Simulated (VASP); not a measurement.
# LiCl (P6_3mc) in VASP: single point with PBEsol

Aim: the single point of LiCl with PBEsol.

All numbers are computed with VASP 6.6.1; they aren't measurements. Logs are shortened: lines on timing, memory, paths and dates and some standing lists are left out, and cuts for length are marked.

### Step 1. The crystal as given

The structure is hexagonal, space group P6_3mc (No. 186). Conventional cell: a = 3.925 Å, b = 3.925 Å, c = 6.357 Å, α = 90.00°, β = 90.00°, γ = 120.00°. Li (site symmetry 3m) is surrounded by 4 Cl at 2.40 Å. Cl (site symmetry 3m) has 4 Li at 2.40 Å as nearest neighbours.

Measurements of this composition are mostly on another form, of space group No. 225.

### Step 2. Single point, PBEsol

Contents of INCAR:

```
PREC = Accurate ; ENCUT = 520
EDIFF = 1E-6 ; ISMEAR = 0
SIGMA = 0.01 ; LREAL = False
LASPH = True ; NELM = 100
ALGO = Normal ; ISIF = 2
LWAVE = False ; LCHARG = False
GGA = PS ; NBANDS = 18
```

Contents of KPOINTS:

```
regular mesh
0
Gamma
  4 4 2
```

Contents of POSCAR:

```
LiCl
1.0
    3.9248822100      0.0000000000      0.0000000000
   -1.9624411000      3.3990477000      0.0000000000
    0.0000000000      0.0000000000      6.3571610000
Li Cl
2 2
Direct
    0.6666666686      0.3333333304      0.8760170004
    0.3333333289      0.6666666696      0.3760170004
    0.6666666686      0.3333333304      0.4989839993
    0.3333333289      0.6666666696      0.9989839993
```

Potentials or basis: VASP PAW PBE potentials, release 64 (Li_sv, Cl).

Command:

```sh
$ cat potpaw_PBE.64/Li_sv/POTCAR potpaw_PBE.64/Cl/POTCAR > POTCAR
$ mpirun -np 1 vasp_std > vasp.out
```

OUTCAR:

```text
PREC = Accurate
   ENCUT = 520
   EDIFF = 1E-6
   ISMEAR = 0
   LREAL = False
   LASPH = True
   NELM = 100
   ISIF = 2
   GGA = PS

 ion  position               nearest neighbor table
   1  0.667  0.333  0.876-   3 2.40   4 2.40   4 2.40   4 2.40
   2  0.333  0.667  0.376-   4 2.40   3 2.40   3 2.40   3 2.40
   3  0.667  0.333  0.499-   1 2.40   2 2.40   2 2.40   2 2.40
   4  0.333  0.667  0.999-   2 2.40   1 2.40   1 2.40   1 2.40

  LATTYP: Found a hexagonal cell.
 ALAT       =     3.9248822100
 C/A-ratio  =     1.6197074612

  Lattice vectors:

 A1 = (   3.9248822100,   0.0000000000,   0.0000000000)
 A2 = (  -1.9624411000,   3.3990477000,   0.0000000000)
 A3 = (   0.0000000000,   0.0000000000,   6.3571610000)

Analysis of symmetry for initial positions (statically):
=====================================================================
 Subroutine PRICEL returns:
 Original cell was already a primitive cell.

 Routine SETGRP: Setting up the symmetry group for a
 hexagonal supercell.

 Subroutine GETGRP returns: Found 12 space group operations
 (whereof  6 operations were pure point group operations)
 out of a pool of 24 trial point group operations.

The static configuration has the point symmetry C_3v.
 The point group associated with its full space group is C_6v.

Analysis of symmetry for dynamics (positions and initial velocities):
=====================================================================
 Subroutine PRICEL returns:
 Original cell was already a primitive cell.

 Routine SETGRP: Setting up the symmetry group for a
 hexagonal supercell.

 Subroutine GETGRP returns: Found 12 space group operations
 (whereof  6 operations were pure point group operations)
 out of a pool of 24 trial point group operations.

The dynamic configuration has the point symmetry C_3v.
 The point group associated with its full space group is C_6v.

 Subroutine INISYM returns: Found 12 space group operations
 (whereof  6 operations are pure point group operations),
 and found     1 'primitive' translations

----------------------------------------------------------------------------------------

                                     Primitive cell

  volume of cell :      84.8100

  direct lattice vectors                    reciprocal lattice vectors
     3.924882210  0.000000000  0.000000000     0.254784716  0.147100024  0.000000000
    -1.962441100  3.399047700  0.000000000     0.000000000  0.294200049  0.000000000
     0.000000000  0.000000000  6.357161000     0.000000000  0.000000000  0.157302922

  length of vectors
     3.924882210  3.924882207  6.357161000     0.294200049  0.294200049  0.157302922

  position of ions in fractional coordinates (direct lattice)
     0.666666669  0.333333330  0.876017000
     0.333333329  0.666666670  0.376017000
     0.666666669  0.333333330  0.498983999
     0.333333329  0.666666670  0.998983999

  ion indices of the primitive-cell ions
   primitive index   ion index
                 1           1
                 2           2
                 3           3
                 4           4

----------------------------------------------------------------------------------------

 KPOINTS: regular mesh

Automatic generation of k-mesh.
 Grid dimensions read from file:
 generate k-points for:    4    4    2

 Generating k-lattice:

  Cartesian coordinates                     Fractional coordinates (reciprocal lattice)
     0.063696179  0.036775006  0.000000000     0.250000000 -0.000000000  0.000000000
     0.000000000  0.073550012  0.000000000     0.000000000  0.250000000  0.000000000
     0.000000000  0.000000000  0.078651461     0.000000000  0.000000000  0.500000000

  Length of vectors
     0.073550012  0.073550012  0.078651461

  Shift w.r.t. Gamma in fractional coordinates (k-lattice)
     0.000000000  0.000000000  0.000000000

 Subroutine IBZKPT returns following result:
 ===========================================

 Found      8 irreducible k-points:

 Following reciprocal coordinates:
            Coordinates               Weight
  0.000000  0.000000  0.000000      1.000000
  0.250000 -0.000000  0.000000      6.000000
  0.500000 -0.000000  0.000000      3.000000
  0.250000  0.250000  0.000000      6.000000
  0.000000  0.000000  0.500000      1.000000
  0.250000 -0.000000  0.500000      6.000000
  0.500000 -0.000000  0.500000      3.000000
  0.250000  0.250000  0.500000      6.000000
   k-points           NKPTS =      8   k-points in BZ     NKDIM =      8   number of bands    NBANDS=     18
   number of dos      NEDOS =    301   number of ions     NIONS =      4
   total plane-waves  NPLWV =  43200
   dimension x,y,z NGX =    30 NGY =   30 NGZ =   48
   dimension x,y,z NGXF=    60 NGYF=   60 NGZF=   96
   ions per type =               2   2
   NGX,Y,Z   is equivalent  to a cutoff of  12.71, 12.71, 12.55 a.u.
   NGXF,Y,Z  is equivalent  to a cutoff of  25.41, 25.41, 25.10 a.u.
 SYSTEM =  unknown system
   PREC   = accura    normal or accurate (medium, high low for compatibility)
   ISTART =      0    job   : 0-new  1-cont  2-samecut
   ICHARG =      2    charge: 1-file 2-atom 10-const
   ISPIN  =      1    spin polarized calculation?
   LNONCOLLINEAR =      F non collinear calculations
   LSORBIT =      F    spin-orbit coupling
   LASPH  =      T    aspherical Exc in radial PAW
   ENCUT  =  520.0 eV  38.22 Ry    6.18 a.u.   7.30  7.30 11.82*2*pi/ulx,y,z
   NELM   =    100;   NELMIN=  2; NELMDL= -5     # of ELM steps
   EDIFF  = 0.1E-05   stopping-criterion for ELM
   LREAL  =      F    real-space projection
   EDIFFG = 0.1E-04   stopping-criterion for IOM
   NSW    =      0    number of steps for IOM
   IBRION =     -1    ionic relax: 0-MD 1-quasi-New 2-CG
   NFREE  =      0    steps in history (QN), initial steepest desc. (CG)
   ISIF   =      2    stress and relaxation
   ISYM   =      2    0-nonsym 1-usesym 2-fastsym
   POTIM  = 0.5000    time-step for ionic-motion
   TEBEG  =    0.0;   TEEND  =   0.0 temperature during run
   PSTRESS=    0.0 pullay stress
   NELECT =      20.0000    total number of electrons
   NUPDOWN=      -1.0000    fix difference up-down
   EMIN   =  10.00;   EMAX   =-10.00  energy-range for DOS
   EFERMI =   0.00;   METHOD = LEGACY
   ISMEAR =     0;   SIGMA  =   0.01  broadening in eV -4-tet -1-fermi 0-gaus
   EFERMI_NEDOS =   21; number of points for ismear=-14 and -15
   IALGO  =     38    algorithm
   IMIX   =      4    mixing-type and parameters
     AMIX     =   0.40;   BMIX     =  1.00
     AMIX_MAG =   1.60;   BMIX_MAG =  1.00
  volume/ion in A,a.u.               =      21.20       143.08
  Fermi-wavevector in a.u.,A,eV,Ry     =   1.011430  1.911325 13.918631  1.022990
  Thomas-Fermi vector in A             =   2.144479
   LORBIT       =      0    0 simple, 1 ext, 2 COOP (PROOUT), +10 PAW based schemes
   GGA     = PS    functional components
   LHFCALC =     F    Hartree Fock is set to
   AEXX    =    0.0000 exact exchange contribution
   IVDW    =     0    specifies the selected vdW correction
   LEPSILON=     F    determine dielectric tensor
   LRPA    =     F    only Hartree local field effects (RPA)
 non-spin polarized calculation
 Gauss-broadening in eV      SIGMA  =   0.01
  energy-cutoff  :      520.00
  volume of cell :       84.81
 maximum number of plane-waves:      2316
 NGX is ok and might be reduce to    30
   NGX = 15   NGY = 15   NGZ = 23

 number of electron      19.9999995 magnetization

 Free energy of the ion-electron system (eV)
  ---------------------------------------------------
  ext. energy  EPLUGINS =         0.00000000
  ---------------------------------------------------
  free energy    TOTEN  =       -15.19736448 eV

  energy without entropy =      -15.19736448  energy(sigma->0) =      -15.19736448

 E-fermi :  -1.3165     XC(G=0):  -7.7488

 val. band max:       -1.3823393584   @ k =   0.0000   0.0000   0.0000
 cond. band min:       4.3565348873   @ k =   0.0000   0.0000   0.0000
 fundamental gap:      5.7388742457
 Fermi energy:        -1.3165268865

 k-point     1 :       0.0000    0.0000    0.0000
  band No.  band energies     occupation
      1     -43.6559      2.00000
      2     -43.6544      2.00000
      3     -14.0373      2.00000
      4     -13.7509      2.00000
      5      -3.3819      2.00000
      6      -1.7076      2.00000
      7      -1.7076      2.00000
      8      -1.4013      2.00000
      9      -1.4013      2.00000
     10      -1.3823      2.00000
     11       4.3565      0.00000
     12       6.6425      0.00000
     13       8.5391      0.00000
     14       8.5391      0.00000
     15       8.8844      0.00000
     16       9.2524      0.00000
     17       9.4562      0.00000
     18       9.4562      0.00000

 k-point     2 :       0.2500   -0.0000    0.0000
  band No.  band energies     occupation
      1     -43.6552      2.00000
      2     -43.6542      2.00000
      3     -13.9170      2.00000
      4     -13.7011      2.00000
      5      -3.0889      2.00000
      6      -2.4644      2.00000
      7      -2.1617      2.00000
      8      -1.9876      2.00000
      9      -1.5593      2.00000
     10      -1.5340      2.00000
     11       5.4810      0.00000
     12       7.3702      0.00000
     13       7.6833      0.00000
     14       8.7071      0.00000
     15       9.0484      0.00000
     16       9.2719      0.00000
     17       9.6642      0.00000
     18      10.4813      0.00000

 k-point     3 :       0.5000   -0.0000    0.0000
  band No.  band energies     occupation
      1     -43.6545      2.00000
      2     -43.6540      2.00000
      3     -13.7646      2.00000
      4     -13.6759      2.00000
      5      -3.2249      2.00000
      6      -2.7400      2.00000
      7      -2.4850      2.00000
      8      -2.2219      2.00000
      9      -1.9410      2.00000
     10      -1.6781      2.00000
     11       6.2687      0.00000
     12       6.4487      0.00000
     13       7.5390      0.00000
     14       8.8055      0.00000
     15       8.9386      0.00000
     16       9.9844      0.00000
     17      10.1553      0.00000
     18      11.6295      0.00000

 k-point     4 :       0.2500    0.2500    0.0000
  band No.  band energies     occupation
      1     -43.6545      2.00000
      2     -43.6540      2.00000
      3     -13.7684      2.00000
      4     -13.6722      2.00000
      5      -3.0031      2.00000
      6      -2.7566      2.00000
      7      -2.4645      2.00000
      8      -2.2821      2.00000
      9      -2.0286      2.00000
     10      -1.8871      2.00000
     11       6.4827      0.00000
     12       7.0456      0.00000
     13       8.0343      0.00000
     14       8.7123      0.00000
     15       9.1744      0.00000
     16       9.4282      0.00000
     17      10.0541      0.00000
     18      11.2461      0.00000

 k-point     5 :       0.0000    0.0000    0.5000
  band No.  band energies     occupation
      1     -43.6552      2.00000
      2     -43.6552      2.00000
      3     -13.8994      2.00000
      4     -13.8994      2.00000
      5      -2.4955      2.00000
      6      -2.4955      2.00000
      7      -1.5575      2.00000
      8      -1.5575      2.00000
      9      -1.5575      2.00000
     10      -1.5575      2.00000
     11       5.6638      0.00000
     12       5.6638      0.00000
     13       8.6835      0.00000
     14       8.6835      0.00000
     15       8.7525      0.00000
     16       8.7525      0.00000
     17       8.7525      0.00000
     18       8.7525      0.00000

 k-point     6 :       0.2500   -0.0000    0.5000
  band No.  band energies     occupation
      1     -43.6547      2.00000
      2     -43.6547      2.00000
      3     -13.8121      2.00000
      4     -13.8121      2.00000
      5      -2.7009      2.00000
      6      -2.7009      2.00000
      7      -1.9469      2.00000
      8      -1.9469      2.00000
      9      -1.7705      2.00000
     10      -1.7705      2.00000
     11       6.0377      0.00000
     12       6.0377      0.00000
     13       8.2744      0.00000
     14       8.2744      0.00000
     15       9.5461      0.00000
     16       9.5461      0.00000
     17       9.6398      0.00000
     18       9.6398      0.00000

 k-point     7 :       0.5000   -0.0000    0.5000
  band No.  band energies     occupation
      1     -43.6543      2.00000
      2     -43.6543      2.00000
      3     -13.7209      2.00000
      4     -13.7209      2.00000
      5      -3.1734      2.00000
      6      -3.1734      2.00000
      7      -1.9650      2.00000
      8      -1.9650      2.00000
      9      -1.9481      2.00000
     10      -1.9481      2.00000
     11       5.8409      0.00000
     12       5.8409      0.00000
     13       8.4102      0.00000
     14       8.4102      0.00000
     15      10.0578      0.00000
     16      10.0578      0.00000
     17      10.1655      0.00000
     18      10.1655      0.00000

 k-point     8 :       0.2500    0.2500    0.5000
  band No.  band energies     occupation
      1     -43.6543      2.00000
      2     -43.6543      2.00000
      3     -13.7211      2.00000
      4     -13.7211      2.00000
      5      -2.9556      2.00000
      6      -2.9556      2.00000
      7      -2.3961      2.00000
      8      -2.3961      2.00000
      9      -1.8091      2.00000
     10      -1.8091      2.00000
     11       6.5270      0.00000
     12       6.5270      0.00000
     13       8.0200      0.00000
     14       8.0200      0.00000
     15       9.6924      0.00000
     16       9.6924      0.00000
     17      10.2461      0.00000
     18      10.2461      0.00000

------------------------ aborting loop because EDIFF is reached ----------------------------------------

  FORCE on cell =-STRESS in cart. coord.  units (eV):
  Direction    XX          YY          ZZ          XY          YZ          ZX
  --------------------------------------------------------------------------------------
  -------------------------------------------------------------------------------------
  Total       -0.5988445     -0.5988445     -0.7073113     -0.0000000      0.0000000      0.0000000
  in kB      -11.3129936    -11.3129936    -13.3620799     -0.0000000      0.0000000      0.0000000
  external PRESSURE =     -11.9960223 kB  Pullay stress =       0.0000000 kB

 VOLUME and BASIS-vectors are now :
 -----------------------------------------------------------------------------
  energy-cutoff  :      520.00
  volume of cell :       84.81
      direct lattice vectors                 reciprocal lattice vectors
     3.924882210  0.000000000  0.000000000     0.254784716  0.147100024  0.000000000
    -1.962441100  3.399047700  0.000000000     0.000000000  0.294200049  0.000000000
     0.000000000  0.000000000  6.357161000     0.000000000  0.000000000  0.157302922

 POSITION                                       TOTAL-FORCE (eV/Angst)
 -----------------------------------------------------------------------------------
      1.96244      1.13302      5.56898        -0.000000      0.000000      0.018022
     -0.00000      2.26603      2.39040         0.000000      0.000000      0.018022
      1.96244      1.13302      3.17212         0.000000      0.000000     -0.018022
     -0.00000      2.26603      6.35070        -0.000000      0.000000     -0.018022
 -----------------------------------------------------------------------------------
    total drift:                                0.000018     -0.000002      0.000177

  FREE ENERGIE OF THE ION-ELECTRON SYSTEM (eV)
  ---------------------------------------------------
  free  energy   TOTEN  =       -15.1973644796 eV

  energy  without entropy=      -15.1973644796  energy(sigma->0) =      -15.19736448
```

Wall time 12 s (1 thread of Intel Xeon Platinum 8259CL at 2.50GHz (Skylake/Cascade Lake), shared host); peak memory 0.19 GiB.

What came out:

```
Free energy            : -15.1974 eV
Largest force          : 0.018 eV/Å
Band gap on the k mesh : 5.74 eV, direct
```

Forces on the atoms (eV/Å):
```
Li   0.000  0.000  0.018
Li   0.000  0.000  0.018
Cl   0.000  0.000 -0.018
Cl   0.000  0.000 -0.018
```

Caveat: the k mesh is coarse (spacing up to 0.49 Å⁻¹), so the values aren't converged; the cutoff is under 1.25 times the usual one of these potentials, so pressure, stress and relaxed cells hold a basis-set (Pulay) error; the PAW data sets were made with another functional, which shifts forces and pressure a little. Expect the measured gap to be larger: semilocal functionals such as PBEsol lack the derivative discontinuity.
